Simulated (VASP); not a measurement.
# BN (F-43m) in VASP: relaxation of cell and atoms with PBE

Aim: the relaxation of cell and atoms of BN with PBE.

Everything below comes from runs of VASP 6.6.1. Logs are shortened: lines on timing, memory, paths and dates and some standing lists are left out, and cuts for length are marked.

**1. The structure**

It takes space group F-43m (No. 216, cubic). Conventional cell: a = 3.615 Å, b = 3.615 Å, c = 3.615 Å, α = 90.00°, β = 90.00°, γ = 90.00°. B (site symmetry -43m) has 4 N at 1.57 Å as nearest neighbours. N (site symmetry -43m) has 4 B at 1.57 Å as nearest neighbours.

The cell was built by a generator and needn't be a form met in nature.

**2. Relaxation of cell and atoms, PBE**

The input, INCAR:

```
  PREC = Accurate
  ENCUT = 600
  EDIFF = 1E-7
  ISMEAR = -1
  SIGMA = 0.05
  LREAL = F
  LASPH = T
  NELM = 100
  ALGO = Normal
  ISIF = 3
  LWAVE = F
  LCHARG = F
  GGA = PE
  IBRION = 2
  NSW = 60
  EDIFFG = -0.02
  KPAR = 4
```

The input, KPOINTS:

```
regular mesh
0
Gamma
  10 10 10
```

The input, POSCAR:

```
BN
1.0
    0.0000000000      1.8075000000      1.8075000000
    1.8075000000      0.0000000000      1.8075000000
    1.8075000000      1.8075000000      0.0000000000
B N
1 1
Direct
    0.0000000000      0.0000000000      0.0000000000
    0.2500000000      0.2500000000      0.2500000000
```

Potentials or basis: VASP PAW PBE potentials, release 64 (B, N).

Command:

```
> cat potpaw_PBE.64/B/POTCAR potpaw_PBE.64/N/POTCAR > POTCAR
> mpirun -np 4 vasp_std > vasp.out
```

OUTCAR:

```text
PREC = Accurate
   ENCUT = 600
   EDIFF = 1E-7
   ISMEAR = -1
   LREAL = F
   LASPH = T
   NELM = 100
   ISIF = 3
   GGA = PE
   IBRION = 2
   NSW = 60
   EDIFFG = -0.02

 ion  position               nearest neighbor table
   1  0.000  0.000  0.000-   2 1.57   2 1.57   2 1.57   2 1.57
   2  0.250  0.250  0.250-   1 1.57   1 1.57   1 1.57   1 1.57

  LATTYP: Found a face centered cubic cell.
 ALAT       =     3.6150000000

  Lattice vectors:

 A1 = (   0.0000000000,   1.8075000000,   1.8075000000)
 A2 = (   1.8075000000,   0.0000000000,   1.8075000000)
 A3 = (   1.8075000000,   1.8075000000,   0.0000000000)

Analysis of symmetry for initial positions (statically):
=====================================================================
 Subroutine PRICEL returns:
 Original cell was already a primitive cell.

 Routine SETGRP: Setting up the symmetry group for a
 face centered cubic supercell.

 Subroutine GETGRP returns: Found 24 space group operations
 (whereof 24 operations were pure point group operations)
 out of a pool of 48 trial point group operations.

The static configuration has the point symmetry T_d .

Analysis of symmetry for dynamics (positions and initial velocities):
=====================================================================
 Subroutine PRICEL returns:
 Original cell was already a primitive cell.

 Routine SETGRP: Setting up the symmetry group for a
 face centered cubic supercell.

 Subroutine GETGRP returns: Found 24 space group operations
 (whereof 24 operations were pure point group operations)
 out of a pool of 48 trial point group operations.

The dynamic configuration has the point symmetry T_d .

 Subroutine INISYM returns: Found 24 space group operations
 (whereof 24 operations are pure point group operations),
 and found     1 'primitive' translations

----------------------------------------------------------------------------------------

                                     Primitive cell

  volume of cell :      11.8104

  direct lattice vectors                    reciprocal lattice vectors
     0.000000000  1.807500000  1.807500000    -0.276625173  0.276625173  0.276625173
     1.807500000  0.000000000  1.807500000     0.276625173 -0.276625173  0.276625173
     1.807500000  1.807500000  0.000000000     0.276625173  0.276625173 -0.276625173

  length of vectors
     2.556191014  2.556191014  2.556191014     0.479128854  0.479128854  0.479128854

  position of ions in fractional coordinates (direct lattice)
     0.000000000  0.000000000  0.000000000
     0.250000000  0.250000000  0.250000000

  ion indices of the primitive-cell ions
   primitive index   ion index
                 1           1
                 2           2

----------------------------------------------------------------------------------------

 KPOINTS: regular mesh

Automatic generation of k-mesh.
 Grid dimensions read from file:
 generate k-points for:   10   10   10

 Generating k-lattice:

  Cartesian coordinates                     Fractional coordinates (reciprocal lattice)
    -0.027662517  0.027662517  0.027662517     0.100000000  0.000000000  0.000000000
     0.027662517 -0.027662517  0.027662517     0.000000000  0.100000000  0.000000000
     0.027662517  0.027662517 -0.027662517     0.000000000  0.000000000  0.100000000

  Length of vectors
     0.047912885  0.047912885  0.047912885

  Shift w.r.t. Gamma in fractional coordinates (k-lattice)
     0.000000000  0.000000000  0.000000000

 Subroutine IBZKPT returns following result:
 ===========================================

 Found     47 irreducible k-points:

 Following reciprocal coordinates:
            Coordinates               Weight
  0.000000  0.000000  0.000000      1.000000
  0.100000  0.000000  0.000000      8.000000
  0.200000  0.000000  0.000000      8.000000
  0.300000  0.000000  0.000000      8.000000
  0.400000  0.000000  0.000000      8.000000
  0.500000  0.000000  0.000000      4.000000
[... 16 lines left out ...]
  0.300000  0.300000  0.000000      6.000000
  0.400000  0.300000  0.000000     24.000000
 [... further k-points ...]
   k-points           NKPTS =     47   k-points in BZ     NKDIM =     47   number of bands    NBANDS=      8
   number of dos      NEDOS =    301   number of ions     NIONS =      2
   total plane-waves  NPLWV =   8000
   dimension x,y,z NGX =    20 NGY =   20 NGZ =   20
   dimension x,y,z NGXF=    40 NGYF=   40 NGZF=   40
   ions per type =               1   1
   NGX,Y,Z   is equivalent  to a cutoff of  13.01, 13.01, 13.01 a.u.
   NGXF,Y,Z  is equivalent  to a cutoff of  26.01, 26.01, 26.01 a.u.
 SYSTEM =  unknown system
   PREC   = accura    normal or accurate (medium, high low for compatibility)
   ISTART =      0    job   : 0-new  1-cont  2-samecut
   ICHARG =      2    charge: 1-file 2-atom 10-const
   ISPIN  =      1    spin polarized calculation?
   LNONCOLLINEAR =      F non collinear calculations
   LSORBIT =      F    spin-orbit coupling
   LASPH  =      T    aspherical Exc in radial PAW
   ENCUT  =  600.0 eV  44.10 Ry    6.64 a.u.   5.11  5.11  5.11*2*pi/ulx,y,z
   NELM   =    100;   NELMIN=  2; NELMDL= -5     # of ELM steps
   EDIFF  = 0.1E-06   stopping-criterion for ELM
   LREAL  =      F    real-space projection
   EDIFFG = -.2E-01   stopping-criterion for IOM
   NSW    =     60    number of steps for IOM
   IBRION =      2    ionic relax: 0-MD 1-quasi-New 2-CG
   NFREE  =      1    steps in history (QN), initial steepest desc. (CG)
   ISIF   =      3    stress and relaxation
   ISYM   =      2    0-nonsym 1-usesym 2-fastsym
   POTIM  = 0.5000    time-step for ionic-motion
   TEBEG  =    0.0;   TEEND  =   0.0 temperature during run
   PSTRESS=    0.0 pullay stress
   NELECT =       8.0000    total number of electrons
   NUPDOWN=      -1.0000    fix difference up-down
   EMIN   =  10.00;   EMAX   =-10.00  energy-range for DOS
   EFERMI =   0.00;   METHOD = LEGACY
   ISMEAR =    -1;   SIGMA  =   0.05  broadening in eV -4-tet -1-fermi 0-gaus
   EFERMI_NEDOS =   21; number of points for ismear=-14 and -15
   IALGO  =     38    algorithm
   IMIX   =      4    mixing-type and parameters
     AMIX     =   0.40;   BMIX     =  1.00
     AMIX_MAG =   1.60;   BMIX_MAG =  1.00
  volume/ion in A,a.u.               =       5.91        39.85
  Fermi-wavevector in a.u.,A,eV,Ry     =   1.437749  2.716952 28.124920  2.067123
  Thomas-Fermi vector in A             =   2.556793
   LORBIT       =      0    0 simple, 1 ext, 2 COOP (PROOUT), +10 PAW based schemes
   GGA     = PE    functional components
   LHFCALC =     F    Hartree Fock is set to
   AEXX    =    0.0000 exact exchange contribution
   IVDW    =     0    specifies the selected vdW correction
   LEPSILON=     F    determine dielectric tensor
   LRPA    =     F    only Hartree local field effects (RPA)
 conjugate gradient relaxation of ions
 non-spin polarized calculation
  energy-cutoff  :      600.00
  volume of cell :       11.81
 maximum number of plane-waves:       411
   NGX = 11   NGY = 11   NGZ = 11

--------------------------------------- Ionic step        1  -------------------------------------------

 number of electron       7.9999999 magnetization

 Free energy of the ion-electron system (eV)
  ---------------------------------------------------
  ext. energy  EPLUGINS =         0.00000000
  ---------------------------------------------------
  free energy    TOTEN  =       -17.45341857 eV

  energy without entropy =      -17.45341857  energy(sigma->0) =      -17.45341857

------------------------ aborting loop because EDIFF is reached ----------------------------------------

  FORCE on cell =-STRESS in cart. coord.  units (eV):
  Direction    XX          YY          ZZ          XY          YZ          ZX
  --------------------------------------------------------------------------------------
  -------------------------------------------------------------------------------------
  Total        0.2217271      0.2217271      0.2217271      0.0000000      0.0000000      0.0000000
  in kB       30.0790677     30.0790677     30.0790677      0.0000000      0.0000000      0.0000000
  external PRESSURE =      30.0790677 kB  Pullay stress =       0.0000000 kB
[... 57 lines left out ...]
  energy  without entropy=      -17.4533943111  energy(sigma->0) =      -17.45339431

--------------------------------------- Ionic step        3  -------------------------------------------

 number of electron       7.9999999 magnetization

 Free energy of the ion-electron system (eV)
  ---------------------------------------------------
  ext. energy  EPLUGINS =         0.00000000
  ---------------------------------------------------
  free energy    TOTEN  =       -17.45429387 eV

  energy without entropy =      -17.45429387  energy(sigma->0) =      -17.45429387

 E-fermi :   8.2198     XC(G=0): -12.7830

 val. band max:        7.3050226796   @ k =   0.0000   0.0000   0.0000
 cond. band min:      11.7562599166   @ k =   0.5000   0.5000   0.0000
 fundamental gap:      4.4512372370
 Fermi energy:         8.2198284490

 k-point     1 :       0.0000    0.0000    0.0000
  band No.  band energies     occupation
      1     -12.8357      2.00000
      2       7.3050      2.00000
      3       7.3050      2.00000
      4       7.3050      2.00000
      5      16.0871      0.00000
      6      16.0871      0.00000
      7      16.0871      0.00000
      8      17.5264      0.00000
[... 243 lines left out ...]
 k-point    24 :       0.4000    0.3000    0.0000
  band No.  band energies     occupation
      1      -9.0906      2.00000
      2       0.5594      2.00000
      3       2.8281      2.00000
      4       3.2656      2.00000
      5      13.3821      0.00000
      6      17.8905      0.00000
      7      22.6805      0.00000
      8      22.7843      0.00000

 [... further k-points ...]

------------------------ aborting loop because EDIFF is reached ----------------------------------------

  FORCE on cell =-STRESS in cart. coord.  units (eV):
  Direction    XX          YY          ZZ          XY          YZ          ZX
  --------------------------------------------------------------------------------------
  -------------------------------------------------------------------------------------
  Total        0.0008646      0.0008646      0.0008646      0.0000000      0.0000000     -0.0000000
  in kB        0.1163610      0.1163610      0.1163610      0.0000000      0.0000000     -0.0000000
  external PRESSURE =       0.1163610 kB  Pullay stress =       0.0000000 kB
[... 17 lines left out ...]
  FREE ENERGIE OF THE ION-ELECTRON SYSTEM (eV)
  ---------------------------------------------------
  free  energy   TOTEN  =       -17.4542938707 eV

  energy  without entropy=      -17.4542938707  energy(sigma->0) =      -17.45429387

 reached required accuracy - stopping structural energy minimisation
```

Wall time 3.9 s (4 MPI ranks of Intel Xeon Platinum 8488C (Sapphire Rapids), shared host); peak memory 0.12 GiB.

What came out:

```
Free energy                            : -17.4543 eV
Relaxed volume                         : 5.95 Å³/atom
Relaxed cell                           : a = 2.563 Å, b = 2.563 Å, c = 2.563 Å, α = 60.00°, β = 60.00°, γ = 60.00°
Space group after relaxing (to 0.05 Å) : F-43m (No. 216)
Energy gained by relaxing              : 0.4 meV/atom
Ionic steps                            : 3
Pressure after relaxing                : 0.0 GPa
Band gap on the k mesh                 : 4.45 eV, indirect (least direct gap 8.78 eV)
```

Step by step:
```
step  energy change (eV)  largest force (eV/Å)  pressure (GPa)  volume (Å³)
   1              0.0000                0.0000            3.01        11.81
   2              0.0000                0.0000           -2.96        12.00
   3             -0.0009                0.0000            0.01        11.90
```

Final structure:
```yaml
crystal:
  lattice:
    - [0.00000, 1.81229, 1.81229]
    - [1.81229, 0.00000, 1.81229]
    - [1.81229, 1.81229, 0.00000]
  atoms:
    - { symbol: B, position: [0.00000, 0.00000, 0.00000] }
    - { symbol: N, position: [0.25000, 0.25000, 0.25000] }
```

Levels at points of the mesh, in eV from the valence-band top:
```csv
k point,band 1,band 2,band 3,band 4,band 5,band 6,band 7,band 8
"(0.00, 0.00, 0.00)",-20.14,0.00,0.00,0.00,8.78,8.78,8.78,10.22
"(0.50, 0.00, 0.00)",-15.96,-10.62,-1.93,-1.93,10.04,10.66,10.66,15.18
"(0.50, 0.50, 0.00)",-14.61,-8.86,-4.86,-4.86,4.45,9.19,17.80,17.80
```

A k mesh can miss the band edges. PBE gaps usually lie below the measured ones, often by a third to a half.
